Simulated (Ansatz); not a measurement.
Crystal: Al.

```xyz
1
Lattice="-1.5912 1.5912 1.5912 1.5912 -1.5912 1.5912 1.5912 1.5912 -1.5912" Properties=species:S:1:pos:R:3 pbc="T T T"
Al    0.0000    0.0000    0.0000
```

This isn't the form of Al at room conditions, which is fcc.

```yaml
Program: Ansatz 0.2.0
Task: single point
Functional: PBEsol
Potentials_or_basis: Ansatz PAW
Cutoff: "420 eV (not typed: the program's choice for these potentials)"
k_mesh: 12 × 12 × 12
Occupations: fermi-dirac, width 0.05 eV
Spin: no spin polarisation
```

On this cell: pressure 2.2 GPa; band gap on the k mesh none (metal or under the smearing width).

The same run follows on a disturbed copy (cell strained at random at fixed volume):

```
Al
1.0
    -1.69895    1.56431    1.60080
     1.63095   -1.58291    1.55140
     1.66037    1.54432   -1.61940
Al
1
Cartesian
  0.0311 -0.0117 0.0086
```

Question: What does the disturbed cell give?

Answer: The energy (extrapolated to zero smearing) moves by +1.5 meV/atom; pressure 2.4 GPa; band gap on the k mesh none (metal or under the smearing width).

Stress tensor (GPa, compression positive):
```
3.45 0.46 1.40
0.46 1.80 0.58
1.40 0.58 1.82
```

Caveats: the PAW data sets come from PBE, with cores solved anew for the run's functional, which leaves a small shift of forces and pressure.
